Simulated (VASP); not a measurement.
Input of a VASP 6.6.1 run:

The input INCAR:

```
  ALGO = Normal
  EDIFF = 1E-6
  ENCUT = 520
  GGA = PE
  ISIF = 2
  ISMEAR = 0
  LASPH = True
  LCHARG = False
  LREAL = False
  LWAVE = False
  NBANDS = 16
  NELM = 100
  PREC = Accurate
  SIGMA = 0.05
```

The input KPOINTS:

```
k-points
0
Gamma
  6 6 4
```

File POSCAR:

```
Se
1.0
    4.4835523472      0.0000000000      0.0000000000
   -2.2417761736      3.8828702319      0.0000000000
    0.0000000000      0.0000000000      5.0670569949
Se
3
Direct
    0.2206067139      0.0000000000      0.8333333333
    0.0000000000      0.2206067139      0.1666666667
    0.7793932861      0.7793932861      0.5000000000
```

Potentials or basis: VASP PAW PBE potentials, release 64 (Se).

Run with:

```bash
$ cat potpaw_PBE.64/Se/POTCAR > POTCAR
$ mpirun -np 1 vasp_std > vasp.out
```

Q: What does it give for the pressure?

A: 0.0 GPa.

Q: Estimate the band gap on the k mesh.

A: 0.96 eV, indirect (least direct gap 1.16 eV).

Q: What does it give for the largest force?

A: 0.012 eV/Å.

Forces on the atoms (eV/Å):
```
Se   0.012  0.000  0.000
Se  -0.006  0.011  0.000
Se  -0.006 -0.011  0.000
```

A k mesh can miss the band edges. PBE gaps usually lie below the measured ones, often by a third to a half.
